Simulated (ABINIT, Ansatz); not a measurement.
**AlN (F-43m): zone-centre phonons**

Wanted: the vibrations of AlN (F-43m) at Γ, by two programs.

Main program and level: ABINIT 10.8.3; DFT LDA, scalar-relativistic, plane waves, PseudoDojo norm-conserving pseudopotentials.

## (1) The structure

It takes space group F-43m (No. 216, cubic). The conventional cell has a = 4.333 Å, b = 4.333 Å, c = 4.333 Å, α = 90.00°, β = 90.00°, γ = 90.00°. Nearest to Al lie 4 N at 1.88 Å. N has 4 Al at 1.88 Å nearest. Farther neighbours and most contacts between anions are not listed.

## (2) Relaxing the cell and atoms

The harmonic expansion needs vanishing forces, and a free crystal bears no stress, so cell and atoms are brought to rest. Stress is more sensitive to the basis than forces are: the last 3 Ha under the cutoff are smoothed with ecutsm, and the cutoff is raised above that of the later runs.

The starting cell comes from a relaxation made beforehand in Ansatz (LDA, PseudoDojo NC).

Contents of relax.abi:

```
# relaxation
ionmov 2
optcell 2
dilatmx 1.08
ntime 40
tolmxf 1.0d-05
tolvrs 1.0d-14
prtwf 0
prtden 0
chksymtnons 0

# basis, mesh and filling
ecut 44.0
ecutsm 3.0
ngkpt 8 8 8
nshiftk 1
shiftk 0.0 0.0 0.0
istwfk *1
occopt 1
nband 4
nstep 100
diemac 9.0
prtebands 0
prtgsr 0
useylm 1

# cell and atoms
acell 5.790313064 5.790313064 5.790313064
rprim 
    0.0 0.7071067812 0.7071067812
    0.7071067812 0.0 0.7071067812
    0.7071067812 0.7071067812 0.0
ntypat 2
znucl 13 7
natom 2
typat 1 2
xred 
    0.0 0.0 0.0
    0.75 0.75 0.75
pp_dirpath "./pseudo"
pseudos "Al.upf, N.upf"
```

On the command line:

```bash
$ OMP_NUM_THREADS=1 mpirun -n 2 abinit relax.abi > relax.log
```

Numbers of over 12 decimals in the logs are rounded to 6 here.

relax.abo, the main output file:

```text
[banners, grids, parts of the stress and lines that vanish by symmetry left out]
- input  file    -> relax.abi
- output file    -> relax.abo
- root for input  files -> relaxi
[...]
Symmetries : space group F-4 3 m (#216); Bravais cF (face-center cubic)
[...]
mpw =        2450          nfft =       64000          nkpt =          29
[...]
== DATASET  1 ==================================================================
[...]
cutoff_energies: {ecut:  44.0, pawecutdg:  -1.0, }
[...]
ETOT  1  -12.675705168819    -1.268E+01 2.224E-01 9.013E+02
 ETOT  2  -12.742800369623    -6.710E-02 2.457E-03 6.599E+02
 ETOT  3  -12.841227762890    -9.843E-02 2.294E-03 6.496E+00
 ETOT  4  -12.842038507701    -8.107E-04 2.371E-05 8.230E-02
 ETOT  5  -12.842049811054    -1.130E-05 2.481E-07 1.737E-04
[...]
At SCF step   12       vres2   =  1.65E-17 < tolvrs=  1.00E-14 =>converged.
[...]
sigma(1 1)=  1.45702892E-07  sigma(3 2)=  0.00000000E+00
  sigma(2 2)=  1.45702892E-07  sigma(3 1)=  0.00000000E+00
  sigma(3 3)=  1.45702892E-07  sigma(2 1)=  0.00000000E+00
[...]
convergence: {deltae: -3.837E-13, res2:  1.646E-17, residm:  3.325E-17, diffor: null, }
etotal    :  -1.28420498E+01
[...]
ETOT  1  -12.842049836406    -1.284E+01 7.688E-13 7.413E-06
[...]
ETOT  5  -12.842049837377    -3.375E-14 8.254E-16 4.303E-13
 ETOT  6  -12.842049837377     1.812E-13 1.044E-17 5.783E-15
 At SCF step    6       vres2   =  5.78E-15 < tolvrs=  1.00E-14 =>converged.
[...]
sigma(1 1)=  5.20947454E-08  sigma(3 2)=  0.00000000E+00
  sigma(2 2)=  5.20947454E-08  sigma(3 1)=  0.00000000E+00
  sigma(3 3)=  5.20947454E-08  sigma(2 1)=  0.00000000E+00
[...]
convergence: {deltae:  1.812E-13, res2:  5.783E-15, residm:  1.044E-17, diffor: null, }
etotal    :  -1.28420498E+01
[...]
At Broyd/MD step   2, gradients are converged :
[...]
sigma(1 1)=  5.20947454E-08  sigma(3 2)=  0.00000000E+00
  sigma(2 2)=  5.20947454E-08  sigma(3 1)=  0.00000000E+00
  sigma(3 3)=  5.20947454E-08  sigma(2 1)=  0.00000000E+00
[...]
- sigma(1 1)=  1.53268033E-03  sigma(3 2)=  0.00000000E+00
- sigma(2 2)=  1.53268033E-03  sigma(3 1)=  0.00000000E+00
- sigma(3 3)=  1.53268033E-03  sigma(2 1)=  0.00000000E+00
[...]
fcart     -0.0000000000E+00 -0.0000000000E+00 -0.0000000000E+00
           strten      5.2094745432E-08  5.2094745432E-08  5.2094745432E-08
================================================================================

[key lines of the parts left out:]
pressure_GPa:  -1.5327E-03
Total energy (etotal) [Ha]= -1.28420498373772E+01
```

Wall time 20 s (2 MPI ranks of Arm Neoverse N1, shared host).

Little changed from the start: no atom moved by 0.005 Å and no cell edge by 0.1 %.

Read from the output:

- volume per atom: 10.17 Å³
- pressure: -0.001533 GPa

## (3) Self-consistent run for the response

First-order wavefunctions inherit every error of the ground state, hence the very tight tolvrs. The mesh is shifted off Γ, since shifted meshes converge sums over the zone faster.

Contents of gs.abi:

```
# ground state
tolvrs 1.0d-16
prtden 1
prtwf 1

# basis, mesh and filling
ecut 36.0
ngkpt 6 6 6
nshiftk 4
shiftk 
    0.5 0.5 0.5
    0.5 0.0 0.0
    0.0 0.5 0.0
    0.0 0.0 0.5
istwfk *1
occopt 1
nband 4
nstep 100
diemac 9.0
prtebands 0
prtgsr 0
useylm 1

# cell and atoms
acell 5.790287754 5.790287754 5.790287754
rprim 
    0.0 0.7071067812 0.7071067812
    0.7071067812 0.0 0.7071067812
    0.7071067812 0.7071067812 0.0
ntypat 2
znucl 13 7
natom 2
typat 1 2
xred 
    0.0 0.0 0.0
    0.75 0.75 0.75
pp_dirpath "./pseudo"
pseudos "Al.upf, N.upf"
```

On the command line:

```bash
$ OMP_NUM_THREADS=1 mpirun -n 2 abinit gs.abi > gs.log
```

gs.abo, the main output file:

```text
[banners, grids, parts of the stress and lines that vanish by symmetry left out]
- input  file    -> gs.abi
- output file    -> gs.abo
- root for input  files -> gsi
[...]
Symmetries : space group F-4 3 m (#216); Bravais cF (face-center cubic)
[...]
mpw =        1429          nfft =       32768          nkpt =          28
[...]
== DATASET  1 ==================================================================
[...]
cutoff_energies: {ecut:  36.0, pawecutdg:  -1.0, }
[...]
ETOT  1  -12.683785066238    -1.268E+01 1.708E-01 4.664E+02
 ETOT  2  -12.740247038356    -5.646E-02 1.426E-03 3.465E+02
 ETOT  3  -12.841094788018    -1.008E-01 2.227E-03 3.100E+00
 ETOT  4  -12.841855063417    -7.603E-04 1.923E-05 3.275E-02
 ETOT  5  -12.841864151768    -9.088E-06 3.495E-07 4.856E-05
[...]
ETOT 11  -12.841864172836     1.954E-14 1.442E-16 2.573E-15
 ETOT 12  -12.841864172836    -5.151E-14 1.295E-17 7.869E-18
 At SCF step   12       vres2   =  7.87E-18 < tolvrs=  1.00E-16 =>converged.
[...]
sigma(1 1)=  1.66895969E-05  sigma(3 2)=  0.00000000E+00
  sigma(2 2)=  1.66895969E-05  sigma(3 1)=  0.00000000E+00
  sigma(3 3)=  1.66895969E-05  sigma(2 1)=  0.00000000E+00
[...]
convergence: {deltae: -5.151E-14, res2:  7.869E-18, residm:  1.295E-17, diffor: null, }
etotal    :  -1.28418642E+01
[...]
sigma(1 1)=  1.66895969E-05  sigma(3 2)=  0.00000000E+00
  sigma(2 2)=  1.66895969E-05  sigma(3 1)=  0.00000000E+00
  sigma(3 3)=  1.66895969E-05  sigma(2 1)=  0.00000000E+00
[...]
- sigma(1 1)=  4.91024894E-01  sigma(3 2)=  0.00000000E+00
- sigma(2 2)=  4.91024894E-01  sigma(3 1)=  0.00000000E+00
- sigma(3 3)=  4.91024894E-01  sigma(2 1)=  0.00000000E+00
[...]
fcart     -0.0000000000E+00 -0.0000000000E+00 -0.0000000000E+00
           strten      1.6689596933E-05  1.6689596933E-05  1.6689596933E-05
================================================================================

[key lines of the parts left out:]
pressure_GPa:  -4.9102E-01
```

Wall time 6 s (2 MPI ranks); 12 s of CPU time.

Numbers from this step:

```
pressure : -0.4910 GPa
```

The cell stands at -0.49 GPa: the relaxation ran with a smoothed and higher cutoff and on another k mesh.

## (4) The gap at rest

Empty bands on the ground state's density check that the gap assumed so far is there in this cell.

Contents of gap.abi:

```
# empty bands on the ground state's density
iscf -2
getden_filepath "gso_DEN"
tolwfr 1.0d-12
nbdbuf 2
prtwf 0

# basis, mesh and filling
ecut 36.0
ngkpt 8 8 8
nshiftk 1
shiftk 0.0 0.0 0.0
istwfk *1
occopt 1
nband 8
nstep 100
diemac 9.0
prtebands 0
prtgsr 0
useylm 1

# cell and atoms
acell 5.790287754 5.790287754 5.790287754
rprim 
    0.0 0.7071067812 0.7071067812
    0.7071067812 0.0 0.7071067812
    0.7071067812 0.7071067812 0.0
ntypat 2
znucl 13 7
natom 2
typat 1 2
xred 
    0.0 0.0 0.0
    0.75 0.75 0.75
pp_dirpath "./pseudo"
pseudos "Al.upf, N.upf"
```

On the command line:

```bash
$ OMP_NUM_THREADS=1 mpirun -n 2 abinit gap.abi > gap.log
```

gap.abo, the main output file:

```text
[banners, grids, parts of the stress and lines that vanish by symmetry left out]
- input  file    -> gap.abi
- output file    -> gap.abo
- root for input  files -> gapi
[...]
Symmetries : space group F-4 3 m (#216); Bravais cF (face-center cubic)
[...]
mpw =        1428          nfft =       32768          nkpt =          29
[...]
== DATASET  1 ==================================================================
[...]
cutoff_energies: {ecut:  36.0, pawecutdg:  -1.0, }
[...]
-outvars: echo values of variables after computation
            acell      5.7902877540E+00  5.7902877540E+00  5.7902877540E+00 Bohr
================================================================================
```

Elapsed: 5.5 s, on 2 MPI ranks.

Numbers from this step:

```
gap on the k-mesh : 3.271 eV
```

In this cell the gap on the mesh is 3.3 eV, indirect (smallest direct 4.5 eV), so fixed occupations hold.

## (5) Linear response at Γ

The derivative of the wavefunctions by k comes first, since the response to a field is built on it; then the field and the displacements that symmetry doesn't supply are solved at q = 0.

It reads the wavefunctions written in step 3.

Contents of dfpt_gamma.abi:

```
ndtset 2

# common to the responses
getwfk_filepath "gso_WFK"
kptopt 2
nqpt 1
qpt 0.0 0.0 0.0
asr 0
chneut 0

# d/dk
rfelfd1 2
rfdir1 1 1 1
iscf1 -3
tolwfr1 1.0d-20

# displacements, field
rfphon2 1
rfatpol2 1 2
rfdir2 1 1 1
rfelfd2 3
getddk2 1
tolvrs2 1.0d-10
prtwf2 0

# basis, mesh and filling
ecut 36.0
ngkpt 6 6 6
nshiftk 4
shiftk 
    0.5 0.5 0.5
    0.5 0.0 0.0
    0.0 0.5 0.0
    0.0 0.0 0.5
istwfk *1
occopt 1
nband 4
nstep 100
diemac 9.0
prtebands 0
prtgsr 0
useylm 1

# cell and atoms
acell 5.790287754 5.790287754 5.790287754
rprim 
    0.0 0.7071067812 0.7071067812
    0.7071067812 0.0 0.7071067812
    0.7071067812 0.7071067812 0.0
ntypat 2
znucl 13 7
natom 2
typat 1 2
xred 
    0.0 0.0 0.0
    0.75 0.75 0.75
pp_dirpath "./pseudo"
pseudos "Al.upf, N.upf"
```

On the command line:

```bash
$ OMP_NUM_THREADS=1 mpirun -n 2 abinit dfpt_gamma.abi > dfpt_gamma.log
```

dfpt_gamma.abo, the main output file:

```text
[banners, grids, parts of the stress and lines that vanish by symmetry left out]
- input  file    -> dfpt_gamma.abi
- output file    -> dfpt_gamma.abo
- root for input  files -> dfpt_gammai
[...]
DATASET    1 : space group F-4 3 m (#216); Bravais cF (face-center cubic)
[...]
nfft =       32768          nkpt =         432
[...]
DATASET    2 : space group F-4 3 m (#216); Bravais cF (face-center cubic)
[...]
nfft =       32768          nkpt =         432
[...]
== DATASET  1 ==================================================================
[...]
cutoff_energies: {ecut:  36.0, pawecutdg:  -1.0, }
[...]
-  7.00000   5.00000  180309                  znucl, zion, pspdat
[...]
Perturbation : derivative vs k along direction   1
[...]
-ETOT  1  -14.204364001969     -1.420E+01 4.519E-01 0.000E+00
 ETOT  2  -14.275065495195     -7.070E-02 3.173E-02 0.000E+00
 ETOT  3  -14.276101061110     -1.036E-03 5.431E-04 0.000E+00
 ETOT  4  -14.276123024268     -2.196E-05 4.077E-05 0.000E+00
 ETOT  5  -14.276123609359     -5.851E-07 8.461E-07 0.000E+00
[...]
At SCF step   16   max residual=  9.98E-21 < tolwfr=  1.00E-20 =>converged.
[...]
Perturbation : derivative vs k along direction   2
[...]
-ETOT  1  -14.204364001780     -1.420E+01 4.519E-01 0.000E+00
[...]
At SCF step   16   max residual=  9.86E-21 < tolwfr=  1.00E-20 =>converged.
[...]
Perturbation : derivative vs k along direction   3
[...]
-ETOT  1  -14.204364001592     -1.420E+01 4.519E-01 0.000E+00
[...]
At SCF step   16   max residual=  9.98E-21 < tolwfr=  1.00E-20 =>converged.
[...]
1        1       1.4314768801    0.0000000000
     1        2       0.7157384401    0.0000000000
     1        3       0.7157384401    0.0000000000
     2        1       0.7157384401    0.0000000000
     2        2       1.4314768801    0.0000000000
     2        3       0.7157384401   -0.0000000000
     3        1       0.7157384401    0.0000000000
     3        2       0.7157384401   -0.0000000000
     3        3       1.4314768802   -0.0000000000
[...]
== DATASET  2 ==================================================================
[...]
cutoff_energies: {ecut:  36.0, pawecutdg:  -1.0, }
[...]
Perturbation : displacement of atom   1   along direction   1
[...]
-ETOT  1   5.354865     -1.840E+01 2.502E-01 3.017E+02
[...]
At SCF step    9       vres2   =  1.31E-11 < tolvrs=  1.00E-10 =>converged.
[...]
Perturbation : displacement of atom   2   along direction   1
[...]
-ETOT  1   8.045433     -1.217E+03 3.049E+00 4.697E+03
[...]
At SCF step   10       vres2   =  8.95E-12 < tolvrs=  1.00E-10 =>converged.
[...]
Perturbation : homogeneous electric field along direction   1
[...]
-ETOT  1  -65.578445535959     -6.558E+01 1.314E+01 5.025E+03
[...]
ETOT  9  -67.298714225907     -2.476E-11 9.576E-12 2.868E-10
 ETOT 10  -67.298714225907      1.421E-14 3.720E-13 1.944E-12
 At SCF step   10       vres2   =  1.94E-12 < tolvrs=  1.00E-10 =>converged.
[...]
Dielectric tensor, in cartesian coordinates,
[...]
1    4   1    4         4.4880322017        -0.0000000000
   1    4   2    4        -0.0000000000        -0.0000000000
   1    4   3    4        -0.0000000000        -0.0000000000
   2    4   1    4        -0.0000000000        -0.0000000000
   2    4   2    4         4.4880322017        -0.0000000000
   2    4   3    4        -0.0000000000        -0.0000000000
   3    4   1    4        -0.0000000000        -0.0000000000
   3    4   2    4        -0.0000000000        -0.0000000000
   3    4   3    4         4.4880322017        -0.0000000000
  Effective charges, in cartesian coordinates,
[...]
1    1   1    4         2.5288567629         0.0000000000
   2    1   1    4         0.0000000000         0.0000000000
   3    1   1    4        -0.0000000000         0.0000000000
   1    2   1    4        -2.5288344506         0.0000000000
   2    2   1    4         0.0000000000         0.0000000000
[...]
Effective charges, in cartesian coordinates,
[...]
2    4   1    2        -0.0000000000         0.0000000000
   3    4   1    2        -0.0000000000         0.0000000000
   1    4   2    2         0.0000000000         0.0000000000
   2    4   2    2        -2.5288344891         0.0000000000
   3    4   2    2         0.0000000000         0.0000000000
   1    4   3    2         0.0000000000         0.0000000000
   2    4   3    2         0.0000000000         0.0000000000
   3    4   3    2        -2.5288344891         0.0000000000
  Phonon wavevector (reduced coordinates) :  0.00000  0.00000  0.00000
 Phonon energies in Hartree :
[...]
Phonon frequencies in cm-1    :
-  1.504201E+00  1.504201E+00  1.504201E+00  6.688853E+02  6.688853E+02
-  6.688853E+02
  Phonon at Gamma, with non-analyticity in the
[...]
Phonon energies in Hartree :
[...]
Phonon frequencies in cm-1    :
-  1.504201E+00  1.504201E+00  1.504210E+00  6.688853E+02  6.688853E+02
-  9.062226E+02
  Phonon at Gamma, with non-analyticity in the
[...]
Phonon energies in Hartree :
[...]
Phonon frequencies in cm-1    :
-  1.504201E+00  1.504201E+00  1.504209E+00  6.688853E+02  6.688853E+02
-  9.062226E+02
  Phonon at Gamma, with non-analyticity in the
[...]
Phonon energies in Hartree :
[...]
Phonon frequencies in cm-1    :
-  1.504201E+00  1.504201E+00  1.504209E+00  6.688853E+02  6.688853E+02
-  9.062226E+02
[...]
fcart2     0.0000000000E+00  0.0000000000E+00  0.0000000000E+00
           strten2     0.0000000000E+00  0.0000000000E+00  0.0000000000E+00
================================================================================
```

Run time: 5.1 min. Hardware: 2 MPI ranks; 9.3 min of CPU time.

Read from the output:

```
miss of the charge sum rule                                       : 2.23e-5 e
largest acoustic frequency at the zone centre before the sum rule : 1.5 cm⁻¹
highest optical zone-centre mode (no LO-TO term)                  : 668.9 cm⁻¹
lowest optical zone-centre mode                                   : 668.9 cm⁻¹
mean high-frequency dielectric constant                           : 4.488
largest Born charge in size (third of the trace)                  : 2.529 e
```

Born charge (rows field, columns displacement), before the sum rule (e), principal values of the symmetric part by kind of site:

```csv
atom,atoms with these values,low,middle,high,mean
Al1,1,2.53,2.53,2.53,2.53
N2,1,-2.53,-2.53,-2.53,-2.53
```

In full for N2:

```
-2.53  0.00  0.00
 0.00 -2.53  0.00
 0.00  0.00 -2.53
```

High-frequency dielectric tensor:

```
4.49 0.00 0.00
0.00 4.49 0.00
0.00 0.00 4.49
```

The acoustic modes at Γ come out as far as 1.5 cm⁻¹ from zero, where they should vanish, a small numerical error; the Born charges miss their sum rule by 2.2e-5 e, which is good.

(Part 1 of 3 ends here.)

[Host names and launcher messages were left out of these logs when they were recorded.]

[Logs are printed without paths, hosts, clocks, repeated set-up lines and the standing remarks that a program may print on its own settings, such as how far it seeks lower states.]

[Hosts, paths, dates, database ids (printed as entryN), source tags and the programs' standing remarks are cut or masked in the printed files.]
